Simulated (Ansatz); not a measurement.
**The blue phosphorene bilayer (AB) between two gates**

How do the bands of the blue phosphorene bilayer (AB) follow a displacement field between two gates?

Program: Ansatz 0.2.0. Level of theory: plane-wave DFT, PBE-D3(BJ), Ansatz PAW. Results are calculated unless marked as measured.

This is a report of a sequence of runs, with most program output left out.

### Step 1. The starting structure

The cell holds 4 atoms: 4 P. Its edges and angles: a = 3.280 Å, b = 3.280 Å, c = 42.380 Å, α = 90.0°, β = 90.0°, γ = 120.0°. Regions: layer 1: blue phosphorene, 2 atoms (2 P); layer 2: blue phosphorene, 2 atoms (2 P). Vacuum lies along c.

### Step 2. Relaxing the slab

The starting cell is a guess, so the in-plane lattice and the atoms are relaxed first, with the slab cut off from its images along the normal.

The input, input.yaml:

```yaml
crystal:
  lattice:
    - [3.28, 0.0, 0.0]
    - [-1.64, 2.8405633244, 0.0]
    - [0.0, 0.0, 42.3799999985]
  atoms:
    - { symbol: P, position: [0.6666666667, 0.3333333333, 0.4329872582] }
    - { symbol: P, position: [0.3333333333, 0.6666666667, 0.4622463426] }
    - { symbol: P, position: [0.0, 0.0, 0.5377536574] }
    - { symbol: P, position: [0.6666666667, 0.3333333333, 0.5670127418] }
  periodic: [true, true, false]
kpoints:
  mp_grid: { grid: [12, 12, 1] }
hamiltonian:
  xc: pbe
  dispersion: d3bj
scf:
  occupations: { method: fermi_dirac, width: 0.05 }
  convergence: { dr2_threshold: 1.0e-09 }
relax:
  f_tol: 0.004
  max_steps: 90
  cell: {}
output:
  write_potential: true
  write_density: true
  volumetric_format: npy
```

Launch:

```bash
$ ansatz run input.yaml --threads 4 --pin off --max-ram 8192MiB --backend cpu --events-out ev --progress --plain --runs-dir out
```

Elapsed: 12 s, on 4 threads of Arm Neoverse V1, shared host; peak memory 0.66 GiB; 44 s of CPU time.

Step by step:

```csv
step,energy less that of the first step (eV),largest force component (eV/Å),volume (Å³)
1,0.0000,0.0609,394.86
2,-0.0045,0.1049,390.72
3,-0.0046,0.1222,388.33
4,-0.0056,0.0101,389.18
5,-0.0056,0.0038,389.45
6*,-0.0055,0.0039,389.45
```

Relaxation steps marked * repeat the geometry before them on a plane-wave basis chosen anew for their cell, so energy and pressure can jump there.

Forces are held to the 12 operations that the run works with; a distortion that breaks them can't arise in this run.

```csv
cell as run,before,after,change
a (Å),3.280,3.257,-0.7 %
b (Å),3.280,3.257,-0.7 %
```

The atoms that moved most (Å, along periodic axes as changes of fractional coordinates times the final cell, across vacuum about the mean position):

```csv
atom,dx,dy,dz,length
P4,0.000,0.000,0.072,0.072
P1,0.000,0.000,-0.072,0.072
P2,0.000,0.000,-0.070,0.070
P3,0.000,0.000,0.070,0.070
```

The lattice constant a goes from 3.280 to 3.257 Å.

### Step 3. Gated layer, displacement field 0, start network

The slab is cut off from its images along the normal. Two sheets of opposite charge stand for the gates, so the stack stays neutral in a displacement field; barriers ahead of the sheets keep electrons from leaking to them. The uncharged case sets the zero.

The cell differs from the one that the last finished run ended in (c 42.380 → 41.525 Å).

The input, input.yaml:

```yaml
crystal:
  lattice:
    - [3.257455887, 0.0, 0.0]
    - [-1.6287279435, 2.8210395498, 0.0]
    - [0.0, 0.0, 41.5249602803]
  atoms:
    - { symbol: P, position: [0.6666666667, 0.3333333333, 0.4298619404] }
    - { symbol: P, position: [0.3333333333, 0.6666666667, 0.4597904339] }
    - { symbol: P, position: [0.0, 0.0, 0.5402095661] }
    - { symbol: P, position: [0.6666666667, 0.3333333333, 0.5701380596] }
  periodic: [true, true, false]
  symmetry: { detect: true }
kpoints:
  mp_grid: { grid: [54, 54, 1] }
  band_path:
    path: [[0, 0, 0], [0.5, 0, 0], [0.33333333, 0.33333333, 0], [0, 0, 0]]
    npoints: 16
hamiltonian:
  xc: pbe
  dispersion: d3bj
scf:
  occupations: { method: fermi_dirac, width: 0.02585 }
  convergence: { dr2_threshold: 1.0e-10 }
output:
  forces: true
  eigenvalues: true
  dos: { projected: true, e_range: [-3, 3], de: 0.01 }
  write_potential: true
  write_density: true
  volumetric_format: npy
  elf: true
external_charges:
  - { charge: 0, barrier: 10, axis: 3, height: 27.175, sigma: 0.25 }
  - { charge: 0, barrier: 10, axis: 3, height: 14.35, sigma: 0.25 }
```

It took 55 s on 4 threads; peak memory 1.8 GiB.

Numbers from this step:

* gap on the k-mesh: 1.154 eV
* gap along the path: 1.158 eV
* smallest direct gap along the path: 1.707 eV
* gap, the smaller of path and mesh: 1.154 eV
* potential beyond the upper barrier and gate, less the barrier, from the Fermi level: 4.966 eV

Running mean over a fixed 2.7 Å (it still follows the layers) of the planar mean; beyond a gate it holds the 10 eV model barrier. Electron's electrostatic potential energy less the Fermi level against z:

z (Å), electron's electrostatic potential energy less the Fermi level (eV) and a bar from the least value:
```
        4       15.0 ##############################
        6       15.0 ##############################
        8       15.0 ##############################
       10       15.0 ##############################
       12       15.0 ##############################
       14       11.2 #########################
       16        3.5 ###############
       18       -8.3 
       20       -2.4 ########
       22       -4.9 ####
       24       -5.5 ####
       26        5.4 ##################
       28       13.0 ###########################
       30       15.0 ##############################
       32       15.0 ##############################
       34       15.0 ##############################
       36       15.0 ##############################
       38       15.0 ##############################
```

The density of states has structure finer than the step of the table below, so its rows give means over 0.2 eV, whole bins alone (the curve runs from -3 to 2.52 eV). Peaks (eV: height): -2.22: 4.36, -2.14: 4.19, -1.68: 6.47, -0.62: 7.51, 1.47: 3.93, 1.75: 3.58, 2.29: 3.64.

Table of density of states by energy, zero at the Fermi level of the run, which the smearing sets inside the gap; means over each step:

energy (eV), density of states (states/eV a cell) and a bar:
```
     -2.8       2.06 #################
     -2.6       2.23 ###################
     -2.4       1.96 ################
     -2.2       3.36 ############################
     -2.0       3.10 ##########################
     -1.8       3.58 ##############################
     -1.6       3.16 ##########################
     -1.4       1.21 ##########
     -1.2       0.86 #######
     -1.0       0.77 ######
     -0.8       1.28 ###########
     -0.6       2.23 ###################
     -0.4       0.00 
     -0.2       0.00 
      0.0       0.00 
      0.2       0.00 
      0.4       0.00 
      0.6       0.50 ####
      0.8       0.82 #######
      1.0       1.95 ################
      1.2       2.31 ###################
      1.4       2.83 ########################
      1.6       2.24 ###################
      1.8       2.53 #####################
      2.0       2.49 #####################
      2.2       2.75 #######################
      2.4       2.60 ######################
```

Projected DOS per atom over height of the atomic layer and energy from the Fermi level. Layers: P P P P from below.

Ten even steps from '0' (0.00 states/eV) to '9' (0.86 states/eV), each cell a mean:
```
6666
6666
6666
5555
7777
5555
3333
1111
0000
0000
0000
0000
5555
2222
2222
3333
9889
9999
9999
6666
6666
4444
```
Columns: height of the atomic layer (Å) from 17.9 to 23.7 (not evenly spaced); rows upwards: energy from the Fermi level (eV) from -2.98 to 2.52.

Electronic bands along the path, in eV, zero at the Fermi level of the run, which the smearing sets inside the gap:

```csv
point,band 7,band 8,band 9,band 10,band 11,band 12,band 13,band 14
Γ,-1.24,-1.23,-1.23,-0.76,2.75,2.75,2.76,2.84
halfway,-2.63,-2.59,-1.73,-0.72,1.09,1.23,3.64,4.09
M,-3.46,-3.41,-2.89,-2.25,0.75,0.95,1.75,2.91
halfway,-3.78,-3.75,-2.74,-2.25,1.38,2.18,2.98,3.14
K,-3.02,-2.99,-2.99,-2.83,0.96,0.96,3.67,4.36
halfway,-3.94,-3.90,-1.62,-0.75,2.17,2.67,3.06,3.18
Γ,-1.24,-1.23,-1.23,-0.76,2.75,2.75,2.76,2.84
```

Electrostatic potential energy in the ca plane at fractional y = 0.333, with atoms of P within 0.2 Å of it. With pseudopotentials it is smooth inside the atoms' cores, unlike the true potential.

Ten even steps from '0' (-60 eV) to '9' (10 eV), each cell a mean:
```
99999988888876446777888888777645678888889999
99999988888862003678888888876200378888889999
99999988888750001678888888875000168888889999
99999988888862004778888888876200478888889999
99999988888876556777888888777655678888889999
99999988888887777667788887767777888888889999
99999988888888877667788887666778888888889999
99999988888887777777888887767777788888889999
```
Columns run along c (16.0 Å, from fractional 0.31 to 0.69 of the cell; values clipped at the 3rd and 97th percentile), rows up along a (3.3 Å). Atoms in or near the plane, at fractional coordinates: P at (0.43, 0.67), P at (0.57, 0.67).

ELF in the ca plane at fractional y = 0.333, with atoms of P within 0.2 Å of it. It is the smooth field of the valence electrons, not physical close to the nuclei.

Values, 5 rows by 16 columns, each cell a mean:
```
0.00 0.00 0.06 0.56 0.88 0.64 0.55 0.19 0.06 0.33 0.66 0.71 0.83 0.31 0.01 0.00
0.00 0.00 0.15 0.79 0.93 0.11 0.39 0.05 0.01 0.13 0.37 0.39 0.95 0.54 0.04 0.00
0.00 0.00 0.07 0.58 0.89 0.62 0.55 0.19 0.05 0.30 0.65 0.70 0.84 0.32 0.02 0.00
0.00 0.00 0.01 0.09 0.31 0.49 0.64 0.55 0.19 0.67 0.61 0.41 0.22 0.03 0.00 0.00
0.00 0.00 0.01 0.07 0.28 0.47 0.64 0.57 0.20 0.68 0.60 0.38 0.19 0.03 0.00 0.00
```
Columns run along c (16.0 Å, from fractional 0.31 to 0.69 of the cell), rows up along a (3.3 Å). Atoms in or near the plane, at fractional coordinates: P at (0.43, 0.67), P at (0.57, 0.67).

Valence density in the ca plane at fractional y = 0.333, with atoms of P within 0.2 Å of it. It is the smooth field of the valence electrons, not physical close to the nuclei.

Ten even steps from '0' (0.00 e/Å³) to '9' (0.74 e/Å³), each cell a mean:
```
00000000000136787532100001246887521000000000
00000000000278568521000000136856951000000000
00000000001388237521000000136623962000000000
00000000000268678521000000136867841000000000
00000000000135777532100001246776420000000000
00000000000012345543210012455542100000000000
00000000000001234554210013455421100000000000
00000000000012345543200012455543210000000000
```
Columns run along c (16.0 Å, from fractional 0.31 to 0.69 of the cell), rows up along a (3.3 Å). Atoms in or near the plane, at fractional coordinates: P at (0.43, 0.67), P at (0.57, 0.67).

The gap, the smaller of path and mesh, is 1.154 eV.

### Step 4. Gated layer, displacement field 0.905 V/nm

Changes to input.yaml since step 3:

```diff
@@ -26,3 +26,2 @@
   eigenvalues: true
-  dos: { projected: true, e_range: [-3, 3], de: 0.01 }
   write_potential: true
@@ -30,5 +29,6 @@
   volumetric_format: npy
-  elf: true
 external_charges:
   - { charge: 0, barrier: 10, axis: 3, height: 27.175, sigma: 0.25 }
+  - { charge: -0.004595, axis: 3, height: 28.675, sigma: 0.5 }
   - { charge: 0, barrier: 10, axis: 3, height: 14.35, sigma: 0.25 }
+  - { charge: 0.004595, axis: 3, height: 12.85, sigma: 0.5 }
```

Elapsed: 60 s, on 4 threads; peak memory 1.6 GiB; 4 min of CPU time.

This step gave:

```yaml
gap_on_the_k_mesh: 1.151 eV
gap_along_the_path: 1.154 eV
smallest_direct_gap_along_the_path: 1.702 eV
gap_the_smaller_of_path_and_mesh: 1.151 eV
potential_beyond_the_upper_barrier_and_gate_less_the_barrier_from_the_fermi_level: 5.344 eV
```

The electronic bands at the labelled points (eV, zero at the Fermi level of the run, which the smearing sets inside the gap):

```csv
point,band 7,band 8,band 9,band 10,band 11,band 12,band 13,band 14
Γ,-1.27,-1.20,-1.20,-0.76,2.74,2.74,2.75,2.85
halfway,-2.64,-2.56,-1.73,-0.72,1.08,1.24,3.64,4.09
M,-3.48,-3.39,-2.89,-2.24,0.75,0.96,1.75,2.92
halfway,-3.80,-3.73,-2.74,-2.24,1.38,2.18,2.98,3.14
K,-3.03,-3.02,-2.96,-2.82,0.92,0.99,3.67,4.32
halfway,-3.96,-3.88,-1.62,-0.74,2.16,2.68,3.05,3.19
Γ,-1.27,-1.20,-1.20,-0.76,2.74,2.74,2.75,2.85
```

The gap, the smaller of path and mesh, is 1.151 eV.

### Step 5. Gated layer, displacement field 1.81 V/nm

Changes to input.yaml since step 4:

```diff
@@ -31,4 +31,4 @@
   - { charge: 0, barrier: 10, axis: 3, height: 27.175, sigma: 0.25 }
-  - { charge: -0.004595, axis: 3, height: 28.675, sigma: 0.5 }
+  - { charge: -0.009189, axis: 3, height: 28.675, sigma: 0.5 }
   - { charge: 0, barrier: 10, axis: 3, height: 14.35, sigma: 0.25 }
-  - { charge: 0.004595, axis: 3, height: 12.85, sigma: 0.5 }
+  - { charge: 0.009189, axis: 3, height: 12.85, sigma: 0.5 }
```

Run time: 66 s. Hardware: 4 threads; peak memory 1.6 GiB.

The gap, the smaller of path and mesh, is 1.140 eV.

### Step 6. Gated layer, displacement field 2.71 V/nm

Changes to input.yaml since step 5:

```diff
@@ -31,4 +31,4 @@
   - { charge: 0, barrier: 10, axis: 3, height: 27.175, sigma: 0.25 }
-  - { charge: -0.009189, axis: 3, height: 28.675, sigma: 0.5 }
+  - { charge: -0.013784, axis: 3, height: 28.675, sigma: 0.5 }
   - { charge: 0, barrier: 10, axis: 3, height: 14.35, sigma: 0.25 }
-  - { charge: 0.009189, axis: 3, height: 12.85, sigma: 0.5 }
+  - { charge: 0.013784, axis: 3, height: 12.85, sigma: 0.5 }
```

Elapsed: 62 s, on 4 threads; peak memory 1.6 GiB.

The electronic bands at the labelled points (eV, zero at the Fermi level of the run, which the smearing sets inside the gap):

```csv
point,band 7,band 8,band 9,band 10,band 11,band 12,band 13,band 14
Γ,-1.33,-1.13,-1.13,-0.75,2.69,2.69,2.70,2.92
halfway,-2.70,-2.49,-1.74,-0.70,1.04,1.29,3.62,4.06
M,-3.53,-3.32,-2.90,-2.22,0.72,1.00,1.74,2.93
halfway,-3.86,-3.66,-2.75,-2.22,1.37,2.19,2.95,3.16
K,-3.07,-3.07,-2.89,-2.76,0.86,1.07,3.67,4.25
halfway,-4.02,-3.81,-1.63,-0.73,2.15,2.70,3.01,3.24
Γ,-1.33,-1.13,-1.13,-0.75,2.69,2.69,2.70,2.92
```

The gap, the smaller of path and mesh, is 1.124 eV.

### Step 7. Gated layer, displacement field 3.62 V/nm

Changes to input.yaml since step 6:

```diff
@@ -26,2 +26,3 @@
   eigenvalues: true
+  dos: { projected: true, e_range: [-3, 3], de: 0.01 }
   write_potential: true
@@ -29,6 +30,7 @@
   volumetric_format: npy
+  elf: true
 external_charges:
   - { charge: 0, barrier: 10, axis: 3, height: 27.175, sigma: 0.25 }
-  - { charge: -0.013784, axis: 3, height: 28.675, sigma: 0.5 }
+  - { charge: -0.018379, axis: 3, height: 28.675, sigma: 0.5 }
   - { charge: 0, barrier: 10, axis: 3, height: 14.35, sigma: 0.25 }
-  - { charge: 0.013784, axis: 3, height: 12.85, sigma: 0.5 }
+  - { charge: 0.018379, axis: 3, height: 12.85, sigma: 0.5 }
```

The job ended after 69 s (4 threads; peak memory 1.6 GiB).

Running mean over a fixed 2.7 Å (it still follows the layers) of the planar mean; beyond a gate it holds the 10 eV model barrier. Table of electron's electrostatic potential energy less the Fermi level by z:

z (Å), electron's electrostatic potential energy less the Fermi level (eV) and a bar from the least value:
```
        4       13.5 ##########################
        6       13.5 ##########################
        8       13.5 ##########################
       10       13.5 ##########################
       12       13.5 ##########################
       14       10.2 ######################
       16        3.1 ##############
       18       -8.5 
       20       -2.5 #######
       22       -4.8 ####
       24       -5.3 ####
       26        6.0 #################
       28       14.2 ###########################
       30       16.5 ##############################
       32       16.5 ##############################
       34       16.5 ##############################
       36       16.5 ##############################
       38       16.5 ##############################
```

The gap, the smaller of path and mesh, is 1.101 eV.

### Step 8. Gated layer, displacement field -1.81 V/nm

Changes to input.yaml since step 7:

```diff
@@ -33,4 +33,4 @@
   - { charge: 0, barrier: 10, axis: 3, height: 27.175, sigma: 0.25 }
-  - { charge: -0.018379, axis: 3, height: 28.675, sigma: 0.5 }
+  - { charge: 0.009189, axis: 3, height: 28.675, sigma: 0.5 }
   - { charge: 0, barrier: 10, axis: 3, height: 14.35, sigma: 0.25 }
-  - { charge: 0.018379, axis: 3, height: 12.85, sigma: 0.5 }
+  - { charge: -0.009189, axis: 3, height: 12.85, sigma: 0.5 }
```

Run time: 69 s. Hardware: 4 threads; peak memory 1.6 GiB.

The gap, the smaller of path and mesh, is 1.140 eV.

### Step 9. The series together

This step: plane-wave DFT, PBE-D3(BJ), Ansatz PAW; response to a displacement field between two gates (Ansatz 0.2.0).

The potential behind each gate is read from every run and counted from the uncharged case.

This step gave:

```
electrostatic distance between the gates : 8.328 Å
geometric distance between the gates     : 15.82 Å
```

Electron's potential behind the upper gate less behind the lower, less the value without field. Table of step of the electron's potential energy between the gates by displacement field D/eps0:

```csv
displacement field D/eps0 (V/nm),step of the electron's potential energy between the gates (eV)
-1.81,-1.51
0.00,0
0.90,0.754
1.81,1.51
2.71,2.26
3.62,3.01
```

The smaller of the gaps on the path and on the k-mesh, counted as 0 under 0.03 eV. Table of gap by displacement field D/eps0:

```csv
displacement field D/eps0 (V/nm),gap (eV)
-1.81,1.14
0.00,1.15
0.90,1.15
1.81,1.14
2.71,1.12
3.62,1.10
```

By hand: 3.62 V/nm over the 15.82 Å between the sheets would give 5.73 V in vacuum; the run has 3.01 V, as over 8.33 Å.

### Step 10. A changed input

This step: plane-wave DFT, PBE-D3(BJ), Ansatz PAW (Ansatz 0.2.0).

A run with a changed input: it repeats the earlier run at 0.905 V/nm with scf.eigensolver.kind to davidson and accuracy to low.

input.yaml, the sections that differ from step 8:

```yaml
scf:
  occupations: { method: fermi_dirac, width: 0.02585 }
  convergence: { dr2_threshold: 1.0e-10 }
  eigensolver: { kind: davidson }
output:
  forces: true
  eigenvalues: true
  write_potential: true
  write_density: true
  volumetric_format: npy
external_charges:
  - { charge: 0, barrier: 10, axis: 3, height: 27.175, sigma: 0.25 }
  - { charge: -0.004595, axis: 3, height: 28.675, sigma: 0.5 }
  - { charge: 0, barrier: 10, axis: 3, height: 14.35, sigma: 0.25 }
  - { charge: 0.004595, axis: 3, height: 12.85, sigma: 0.5 }
accuracy: low
# crystal, kpoints, hamiltonian: as in step 8
```

Wall time 60 s (4 threads); peak memory 1 GiB.

```csv
quantity,this run,earlier run,difference
gap along the path (eV),1.154,1.154,0
smallest direct gap along the path (eV),1.702,1.702,0
gap on the k-mesh (eV),1.151,1.151,1.4e-8
"potential beyond the upper barrier and gate, less the barrier, from the Fermi level (eV)",5.344,5.344,0
```

Nothing in the table moves by 0.01 in its unit. The run took 12 SCF cycles against 13.

The change did no harm here.

### Step 11. The same run with other settings

Another changed input: it repeats the earlier run at 0.905 V/nm with scf.occupations.method from fermi_dirac to cold and scf.occupations.width from 0.02585 to 0.2.

Changes to input.yaml since step 10:

```diff
@@ -21,5 +21,4 @@
 scf:
-  occupations: { method: fermi_dirac, width: 0.02585 }
+  occupations: { method: cold, width: 0.2 }
   convergence: { dr2_threshold: 1.0e-10 }
-  eigensolver: { kind: davidson }
 output:
@@ -35,2 +34 @@
   - { charge: 0.004595, axis: 3, height: 12.85, sigma: 0.5 }
-accuracy: low
```

The job ended after 75 s (4 threads; peak memory 1.6 GiB; 5 min of CPU time).

```csv
quantity,this run,earlier run,difference
gap along the path (eV),1.154,1.154,-1.0e-6
smallest direct gap along the path (eV),1.702,1.702,0
gap on the k-mesh (eV),1.151,1.151,-4.8e-7
"potential beyond the upper barrier and gate, less the barrier, from the Fermi level (eV)",5.239,5.344,-0.10
```

What moves beyond 0.01 in its unit (for the dipole 0.5 % and 5e-5 e·Å): potential beyond the upper barrier and gate, less the barrier, from the Fermi level (-0.104 eV).

The change shows in the results, which are not taken further.

### Step 12. Results

| Property | Result |
| --- | --- |
| gap with uncharged gates | 1.15 eV |
| electrostatic distance between the gates | 8.33 Å |
| geometric distance between the gates | 15.8 Å |
| gap at 3.62 V/nm | 1.10 eV |

What this shows: The gap goes from 1.15 to 1.10 eV at 3.6 V/nm. The layers screen the field: the voltage is that of a vacuum gap 7.5 Å narrower than the real distance. The gates are charged sheets behind model barriers, not atoms. Gaps are the smaller of those on the path and on the mesh; band edges between these points would make them smaller still.

[Logs are printed without paths, hosts, clocks, repeated set-up lines and the standing remarks that a program may print on its own settings, such as how far it seeks lower states.]

[Hosts, paths, dates, database ids (printed as entryN), source tags and the programs' standing remarks are cut or masked in the printed files.]

[Maps of the electrostatic potential energy from Ansatz leave out the sawtooth potential of an applied field or a dipole correction, so their vacuum need not be flat; planar profiles and work functions include it.]
